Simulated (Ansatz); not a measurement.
Born–Oppenheimer molecular dynamics of a periodic cell of 16 atoms, NaI (host NaI, host structure Fm-3m). It goes on from the last frame of an earlier run, with new velocities.

These are results of Ansatz, DFT PBE, scalar-relativistic, plane waves, PAW, not measurements. Settings: cutoff 420 eV, k mesh 1x1x1, fermi-dirac smearing 0.05 eV, no spin polarisation.

```yaml
ensemble: NVT, Nosé–Hoover chain
time_step: 2 fs
steps_asked: 220
set_temperature: 1560 K
thermostat: time constant 200 fs, chain length 3
seed: 191640
```

Frames 20 fs apart, positions in Å, forces in eV/Å.

Velocities at 20.0 fs (Å/ps):

```
Na 5.05 -2.13 -4.03
I -2.61 -2.02 2.15
Na -1.71 -9.50 -4.27
I -4.30 -2.24 4.57
Na 11.56 -2.52 13.01
I 1.03 1.54 0.76
Na -4.92 5.74 1.99
I 1.34 -3.90 -2.89
Na -9.56 5.82 -4.84
I 2.40 3.25 -2.73
Na -7.01 -2.22 14.24
I 2.41 -1.21 -4.57
Na -14.45 -5.35 7.35
I 1.08 4.37 -1.85
Na 2.37 9.73 6.43
I 2.02 0.28 -0.85
```

```xyz
16
Lattice="0.0000 6.5017 6.5017 6.5017 0.0000 6.5017 6.5017 6.5017 0.0000" Properties=species:S:1:pos:R:3:forces:R:3 time_fs=20.0 energy_less_start_eV=0.280 T=1416
Na 1.279 -0.667 -0.333 0.21 0.16 0.25
I 3.592 2.947 3.704 -0.20 0.05 0.05
Na 2.484 3.527 -1.680 -0.16 -0.62 0.06
I 7.215 5.906 4.289 -1.06 -0.08 -0.47
Na 3.480 -0.156 4.034 0.66 0.52 -0.56
I 6.579 1.662 7.441 -0.04 0.21 0.27
Na 6.309 3.301 2.158 -0.05 0.17 0.89
I 9.597 5.629 6.800 -0.52 0.53 1.06
Na 0.137 3.875 3.311 0.39 -0.37 -0.80
I 3.590 7.300 5.572 0.89 0.18 0.72
Na 4.465 6.462 3.027 0.05 0.00 -0.63
I 5.778 10.359 6.003 0.47 -0.67 -0.48
Na 1.613 1.840 6.116 0.63 0.13 -0.08
I 7.497 7.307 9.688 -0.76 -0.26 -0.42
Na 6.026 6.292 7.198 -0.28 -0.39 -0.22
I 9.960 10.256 8.012 -0.23 0.46 0.37
16
Lattice="0.0000 6.5017 6.5017 6.5017 0.0000 6.5017 6.5017 6.5017 0.0000" Properties=species:S:1:pos:R:3:forces:R:3 time_fs=40.0 energy_less_start_eV=0.690 T=1208
Na 1.394 -0.695 -0.388 0.05 0.13 0.38
I 3.537 2.907 3.748 -0.14 0.12 -0.01
Na 2.433 3.305 -1.760 -0.30 0.21 0.08
I 7.117 5.860 4.373 -0.41 -0.10 -0.49
Na 3.748 -0.161 4.239 0.15 0.56 -0.80
I 6.600 1.695 7.459 0.10 -0.07 0.06
Na 6.203 3.434 2.265 -0.14 0.29 0.52
I 9.615 5.558 6.761 -0.62 0.27 1.54
Na -0.021 3.956 3.146 0.37 -0.51 -0.68
I 3.649 7.368 5.534 0.54 0.22 1.72
Na 4.338 6.404 3.229 0.34 -0.48 -1.62
I 5.834 10.326 5.906 0.52 -0.41 -0.10
Na 1.390 1.744 6.250 1.03 0.15 -0.28
I 7.508 7.391 9.645 -0.67 -0.23 -0.26
Na 6.041 6.447 7.302 -0.58 -0.64 -0.41
I 9.997 10.269 8.000 -0.23 0.51 0.36
16
Lattice="0.0000 6.5017 6.5017 6.5017 0.0000 6.5017 6.5017 6.5017 0.0000" Properties=species:S:1:pos:R:3:forces:R:3 time_fs=60.0 energy_less_start_eV=0.482 T=1323
Na 1.517 -0.704 -0.382 -0.10 -0.01 0.38
I 3.478 2.872 3.791 -0.12 0.19 -0.04
Na 2.331 3.116 -1.827 -0.33 0.90 0.13
I 7.005 5.811 4.443 -0.12 -0.14 -0.41
Na 4.047 -0.076 4.321 0.05 0.36 -0.38
I 6.623 1.725 7.479 0.20 -0.41 -0.24
Na 6.075 3.611 2.458 -0.06 0.09 0.01
I 9.615 5.495 6.767 -0.57 0.16 1.13
Na -0.117 3.954 2.873 0.32 -0.46 -0.10
I 3.727 7.441 5.543 0.48 -0.23 1.26
Na 4.259 6.276 3.184 0.12 -0.26 -1.06
I 5.905 10.280 5.805 0.62 0.02 -0.04
Na 1.334 1.674 6.339 1.10 0.17 -0.34
I 7.498 7.468 9.594 -0.67 -0.33 -0.18
Na 5.962 6.497 7.340 -0.68 -0.63 -0.42
I 10.027 10.298 8.000 -0.24 0.56 0.29
16
Lattice="0.0000 6.5017 6.5017 6.5017 0.0000 6.5017 6.5017 6.5017 0.0000" Properties=species:S:1:pos:R:3:forces:R:3 time_fs=80.0 energy_less_start_eV=0.203 T=1480
Na 1.626 -0.715 -0.312 -0.13 -0.06 0.27
I 3.414 2.842 3.834 -0.16 0.24 -0.06
Na 2.179 3.066 -1.868 -0.02 0.85 0.38
I 6.889 5.757 4.500 0.16 0.01 -0.24
Na 4.358 0.069 4.341 0.04 0.03 0.18
I 6.653 1.742 7.492 0.28 -1.10 -0.76
Na 5.938 3.799 2.653 0.10 -0.49 -0.48
I 9.599 5.437 6.806 -0.34 0.12 0.33
Na -0.159 3.882 2.585 0.32 0.10 0.69
I 3.817 7.509 5.590 -0.19 -0.32 0.13
Na 4.200 6.111 2.966 -0.13 0.42 0.05
I 5.996 10.235 5.703 0.66 0.41 -0.06
Na 1.457 1.631 6.374 0.77 0.17 -0.26
I 7.467 7.535 9.537 -0.75 -0.48 -0.25
Na 5.775 6.445 7.311 -0.28 -0.44 -0.12
I 10.050 10.343 8.008 -0.30 0.55 0.18
16
Lattice="0.0000 6.5017 6.5017 6.5017 0.0000 6.5017 6.5017 6.5017 0.0000" Properties=species:S:1:pos:R:3:forces:R:3 time_fs=100.0 energy_less_start_eV=0.445 T=1373
Na 1.714 -0.734 -0.198 -0.10 -0.01 0.11
I 3.345 2.818 3.874 -0.14 0.22 -0.09
Na 2.021 3.152 -1.848 0.28 0.37 0.49
I 6.777 5.705 4.551 0.43 0.28 -0.05
Na 4.676 0.222 4.387 0.04 -0.13 0.43
I 6.691 1.726 7.481 0.28 -1.72 -1.17
Na 5.815 3.905 2.770 0.14 -1.04 -0.83
I 9.571 5.382 6.856 -0.33 -0.13 -0.61
Na -0.148 3.829 2.409 0.30 0.70 1.21
I 3.901 7.569 5.641 -1.24 0.22 -0.63
Na 4.124 6.012 2.753 0.00 0.91 1.00
I 6.106 10.202 5.598 0.60 0.65 -0.05
Na 1.709 1.617 6.365 0.27 0.17 -0.17
I 7.414 7.588 9.472 -0.59 -0.41 -0.21
Na 5.544 6.315 7.266 0.37 -0.47 0.40
I 10.063 10.405 8.021 -0.31 0.39 0.17
16
Lattice="0.0000 6.5017 6.5017 6.5017 0.0000 6.5017 6.5017 6.5017 0.0000" Properties=species:S:1:pos:R:3:forces:R:3 time_fs=120.0 energy_less_start_eV=0.210 T=1513
Na 1.785 -0.755 -0.064 -0.11 0.09 -0.09
I 3.273 2.802 3.913 0.08 0.15 -0.25
Na 1.906 3.300 -1.749 0.39 -0.19 0.35
I 6.677 5.659 4.600 0.32 0.25 -0.27
Na 5.000 0.356 4.503 -0.17 -0.14 0.59
I 6.737 1.660 7.437 -0.03 -1.08 -0.81
Na 5.715 3.847 2.755 0.16 -0.83 -0.75
I 9.533 5.323 6.888 -0.21 -0.29 -0.88
Na -0.084 3.874 2.422 0.39 0.16 0.82
I 3.950 7.636 5.676 -1.46 0.48 -0.64
Na 4.049 6.060 2.701 0.21 0.98 1.35
I 6.236 10.188 5.491 0.41 0.75 0.06
Na 2.009 1.631 6.329 -0.15 0.11 0.03
I 7.343 7.629 9.400 -0.15 -0.19 -0.17
Na 5.365 6.110 7.279 0.57 -0.12 0.27
I 10.068 10.479 8.041 -0.25 -0.12 0.37
16
Lattice="0.0000 6.5017 6.5017 6.5017 0.0000 6.5017 6.5017 6.5017 0.0000" Properties=species:S:1:pos:R:3:forces:R:3 time_fs=140.0 energy_less_start_eV=-0.120 T=1709
Na 1.838 -0.762 0.056 -0.11 0.11 -0.30
I 3.202 2.790 3.943 0.49 0.18 -0.64
Na 1.855 3.418 -1.593 0.35 -0.60 0.06
I 6.585 5.620 4.640 0.04 0.03 -0.67
Na 5.296 0.468 4.720 -0.41 -0.17 0.66
I 6.782 1.561 7.367 -0.38 -0.23 -0.30
Na 5.640 3.656 2.616 0.04 -0.11 -0.46
I 9.490 5.256 6.898 0.32 0.10 0.07
Na 0.045 3.948 2.567 0.43 -0.36 0.02
I 3.956 7.716 5.693 -1.09 0.27 -0.15
Na 4.004 6.265 2.858 0.08 0.48 0.58
I 6.378 10.196 5.386 0.05 0.70 0.55
Na 2.288 1.661 6.302 -0.43 -0.10 0.44
I 7.268 7.665 9.323 0.27 -0.19 -0.24
Na 5.283 5.895 7.329 0.82 0.95 -0.46
I 10.064 10.549 8.073 -0.49 -1.06 0.82
16
Lattice="0.0000 6.5017 6.5017 6.5017 0.0000 6.5017 6.5017 6.5017 0.0000" Properties=species:S:1:pos:R:3:forces:R:3 time_fs=160.0 energy_less_start_eV=0.133 T=1604
Na 1.876 -0.754 0.127 0.06 -0.10 -0.41
I 3.146 2.783 3.954 0.89 0.14 -0.91
Na 1.857 3.441 -1.426 0.00 -0.69 -0.37
I 6.495 5.582 4.660 0.09 -0.18 -0.88
Na 5.527 0.550 5.034 -0.66 -0.39 -0.30
I 6.817 1.454 7.289 -0.35 0.55 0.61
Na 5.567 3.443 2.396 -0.33 0.52 -0.32
I 9.456 5.192 6.908 0.68 0.61 0.76
Na 0.249 3.970 2.712 0.44 -0.29 -1.12
I 3.929 7.806 5.706 -0.72 0.30 0.39
Na 3.973 6.552 3.116 0.02 -0.09 -0.23
I 6.523 10.226 5.299 -0.51 0.55 1.64
Na 2.500 1.676 6.346 -0.49 -0.21 0.64
I 7.199 7.693 9.238 0.45 -0.54 0.02
Na 5.335 5.823 7.313 0.74 1.05 -0.48
I 10.046 10.588 8.129 -0.31 -1.22 0.95
16
Lattice="0.0000 6.5017 6.5017 6.5017 0.0000 6.5017 6.5017 6.5017 0.0000" Properties=species:S:1:pos:R:3:forces:R:3 time_fs=180.0 energy_less_start_eV=0.688 T=1342
Na 1.925 -0.764 0.132 0.31 -0.33 -0.37
I 3.116 2.779 3.939 1.19 -0.20 -0.65
Na 1.859 3.355 -1.319 -0.43 -0.30 -0.64
I 6.407 5.539 4.654 0.30 -0.34 -1.12
Na 5.634 0.557 5.279 -1.61 -1.10 -2.34
I 6.844 1.364 7.233 0.46 1.50 2.41
Na 5.441 3.309 2.119 -0.52 0.69 -0.30
I 9.441 5.145 6.941 0.68 0.75 0.81
Na 0.528 3.942 2.686 0.38 -0.19 -1.22
I 3.880 7.906 5.732 -0.23 0.47 1.30
Na 3.947 6.827 3.334 0.09 -0.57 -1.19
I 6.653 10.273 5.259 -1.06 0.53 1.79
Na 2.633 1.660 6.490 -0.40 0.00 0.26
I 7.143 7.707 9.154 0.53 -0.62 0.41
Na 5.501 5.917 7.226 -0.05 0.36 0.20
I 10.020 10.593 8.214 0.38 -0.63 0.66
16
Lattice="0.0000 6.5017 6.5017 6.5017 0.0000 6.5017 6.5017 6.5017 0.0000" Properties=species:S:1:pos:R:3:forces:R:3 time_fs=200.0 energy_less_start_eV=-0.060 T=1757
Na 2.021 -0.821 0.075 0.30 -0.11 -0.23
I 3.123 2.770 3.905 1.41 -0.60 -0.20
Na 1.790 3.221 -1.313 -0.74 0.34 -0.61
I 6.327 5.485 4.614 0.28 -0.34 -1.11
Na 5.505 0.402 5.191 -0.76 -0.60 -1.12
I 6.880 1.314 7.239 -0.33 0.79 1.11
Na 5.233 3.283 1.790 -0.20 0.35 -0.17
I 9.447 5.120 6.997 0.45 0.64 0.28
Na 0.866 3.882 2.470 -0.08 -0.14 -0.23
I 3.824 8.020 5.795 0.41 0.08 1.35
Na 3.936 7.016 3.368 0.22 -0.53 -1.19
I 6.753 10.336 5.270 -1.23 0.43 0.72
Na 2.699 1.645 6.678 -0.30 0.23 -0.17
I 7.103 7.703 9.081 0.42 -0.16 0.65
Na 5.667 6.078 7.166 -0.46 -0.02 0.39
I 10.004 10.577 8.320 0.61 -0.36 0.51
16
Lattice="0.0000 6.5017 6.5017 6.5017 0.0000 6.5017 6.5017 6.5017 0.0000" Properties=species:S:1:pos:R:3:forces:R:3 time_fs=220.0 energy_less_start_eV=-0.389 T=1965
Na 2.170 -0.895 -0.021 0.27 0.26 -0.01
I 3.172 2.742 3.863 1.37 -0.80 0.21
Na 1.603 3.134 -1.409 -0.55 0.35 -0.44
I 6.254 5.420 4.541 0.05 -0.08 -0.61
Na 5.238 0.140 4.903 -0.02 -0.07 -0.06
I 6.907 1.287 7.281 -0.97 -0.06 -0.03
Na 4.995 3.315 1.434 0.56 0.02 0.38
I 9.466 5.115 7.061 0.30 1.21 -0.64
Na 1.191 3.796 2.206 -0.81 -0.28 0.48
I 3.779 8.137 5.897 0.47 -0.51 0.17
Na 3.962 7.122 3.216 0.32 -0.15 -0.26
I 6.817 10.413 5.304 -1.17 0.12 0.08
Na 2.715 1.667 6.842 -0.20 0.31 -0.49
I 7.075 7.694 9.028 0.44 0.33 1.00
Na 5.760 6.237 7.157 -0.62 -0.43 -0.26
I 10.005 10.550 8.443 0.57 -0.20 0.47
16
Lattice="0.0000 6.5017 6.5017 6.5017 0.0000 6.5017 6.5017 6.5017 0.0000" Properties=species:S:1:pos:R:3:forces:R:3 time_fs=240.0 energy_less_start_eV=0.116 T=1738
Na 2.364 -0.931 -0.121 0.18 0.30 0.09
I 3.262 2.691 3.828 1.04 -0.78 0.41
Na 1.325 3.098 -1.577 0.02 -0.17 -0.10
I 6.181 5.353 4.448 -0.22 0.38 -0.27
Na 4.957 -0.142 4.589 0.03 0.03 0.05
I 6.907 1.260 7.325 -1.03 -0.40 -0.29
Na 4.858 3.359 1.149 1.76 0.25 1.46
I 9.494 5.150 7.107 0.00 2.27 -1.24
Na 1.385 3.658 2.018 -1.17 -0.54 0.91
I 3.745 8.239 6.005 -0.37 -1.33 -1.25
Na 4.043 7.198 3.011 0.39 -0.02 0.21
I 6.846 10.494 5.343 -0.86 -0.08 -0.14
Na 2.697 1.738 6.926 -0.16 0.24 -0.72
I 7.060 7.694 9.004 0.40 0.37 1.05
Na 5.754 6.328 7.109 -0.50 -0.57 -0.55
I 10.024 10.517 8.582 0.48 0.04 0.38
```

Of the whole run (440 fs, mean temperature of the second half 1607 K): The conserved energy stayed within 0.085 meV per atom of its start (net change -0.016 meV per atom), so the integration is sound. A run of 0.44 ps of so small a system gives no equilibrium averages. Limits of this set-up: coarse k mesh.

Run time: 14 min on 1 thread of Arm Neoverse V1, on a shared host, peak memory 0.61 GiB.
